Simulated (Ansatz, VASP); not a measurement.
## Ag: VASP beside Ansatz

```xyz
1
Lattice="-1.6774 1.6774 1.6774 1.6774 -1.6774 1.6774 1.6774 1.6774 -1.6774" Properties=species:S:1:pos:R:3 pbc="T T T"
Ag    0.0000    0.0000    0.0000
```

This isn't the form of Ag at room conditions, which is fcc.

Alike in both runs: task single point; functional r2SCAN; k mesh 11 × 11 × 11; occupations fermi-dirac, width 0.05 eV; no spin polarisation.

```csv
,VASP,Ansatz
version,VASP 6.6.1,Ansatz 0.2.0
potentials or method,"VASP PAW PBE potentials, release 64 (Ag)",Ansatz PAW
plane-wave cutoff (eV),520,500
valence electrons in the cell,11,19
```

|  | VASP | Ansatz | Ansatz less VASP |
| --- | --- | --- | --- |
| gap on the k mesh at the Fermi level (eV) | none | none | - |
| pressure (GPa) | -6.5 | -6.5 | -0.05 |

A gap of «none» marks a metal or a gap that the smearing closes. The two sets of potentials don't hold the same shells in valence.

Caveats: the PAW data sets were made with another functional, which shifts forces and pressure a little (VASP); the PAW data sets come from PBE, with cores solved anew for the run's functional, which leaves a small shift of forces and pressure (Ansatz).
